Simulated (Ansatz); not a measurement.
This is a single-point calculation with the PAW code Ansatz on AlAs in the zincblende structure; the level of theory is PBE. The cell was relaxed with r2SCAN and then strained (isotropic -3.0 % on every length), with the atoms relaxed again with r2SCAN; k points keep the names of the unstrained zone.

```yaml
crystal:
  lattice:
    - [0.0, 2.7537568985, 2.7537568985]
    - [2.7537568985, 0.0, 2.7537568985]
    - [2.7537568985, 2.7537568985, 0.0]
  atoms:
    - { symbol: Al, position: [0.0, 0.0, 0.0] }
    - { symbol: As, position: [0.25, 0.25, 0.25] }
kpoints:
  mp_grid: { grid: [8, 8, 8] }
  band_path:
    path:
      - [0.0, 0.0, 0.0]
      - [-0.5, -0.5, 0.0]
      - [-0.375, -0.375, 0.25]
      - [-0.375, 0.0, 0.375]
      - [0.0, 0.0, 0.5]
      - [-0.5, -0.25, 0.25]
      - [0.0, 0.5, 0.5]
    npoints: 1
hamiltonian:
  xc: pbe
scf:
  occupations: { method: fermi_dirac, width: 0.02 }
  n_extra_bands: 4
output:
  forces: true
  stress: true
  eigenvalues: true
```

In the abridged output below, numbers in square brackets stand for lines, or ends of lines, that were taken out.
```
Functional definition: PBE
Crystal: 2 atoms, lattice volume = 41.764 Å³
Basis set: ecut = 420 eV, 869 PW (Γ)
Bands: 13, of which v1, the nominal top of the filled ones, is band 9 counted from 1 (8 counted from 0)
Symmetry: 24 space group operations
Space group: F-43m (ITA 216)
k-points: 29 of 512 (time reversal used)
SCF 1 converged in 6 iterations: F = -5394.464257 eV  dr2 = 1.35e-9
Free energy (F): -5394.464257 eV
[1]
--- Forces (eV/Å), atoms counted from 1 ---
  atom   1  Al      0.00000      0.00000      0.00000
  atom   2  As      0.00000      0.00000      0.00000
--- Stress (GPa, compression-positive) ---
[2]
--- Band table (eV; the first three rows and the last of 29) ---
[3]
```

The rows of the band table are 0: (0, 0, 0) = Γ, 1: (0, 0, 1/8), 2: (0, 0, 1/4), 28: (1/4, -1/2, -1/4) = W.

**Question.** What stood in the gaps? They hold the Fermi energy and the band table, the stress.

**Answer.**
```
[1]
Fermi energy:    7.951680 eV
[2]
       10.200110       0.000000       0.000000
        0.000000      10.200110       0.000000
        0.000000       0.000000      10.200110
  P = ⅓ Tr σ = 10.2001 GPa (102.001 kbar)
[3]
  k-point 0: bands = […, -27.0559, -27.0559, -5.0420, 7.3059, 7.3059, 7.3059, 10.0279, 11.7548, 11.7548, 11.7548]
  k-point 1: bands = […, -27.0559, -27.0559, -4.8727, 5.8658, 7.1325, 7.1325, 10.6159, 12.0584, 12.0584, 12.3173]
  k-point 2: bands = […, -27.0558, -27.0558, -4.3988, 3.7701, 6.7931, 6.7931, 10.2823, 12.3856, 12.3856, 14.2742]
  k-point 28: bands = […, -27.0562, -27.0551, -2.7569, 2.0026, 3.8103, 4.2073, 11.6601, 13.3231, 13.3846, 13.4695]
```
Only the leading digits can be foreseen; the rest is this run's record.

Command: `ansatz run input.yaml --threads 2 --pin off --max-ram 20275MiB --backend cpu --events-out ev --progress --plain --runs-dir out`.

**Question.** It took 0.86 s on 2 threads of AMD EPYC 7R13 Processor (Zen 3), on a shared host, load about 2.0 per core. What peak of host memory did it reach?

**Answer.** About 0.51 GiB.

Calculated for a static, non-magnetic cell.

Spin-orbit coupling is left out.
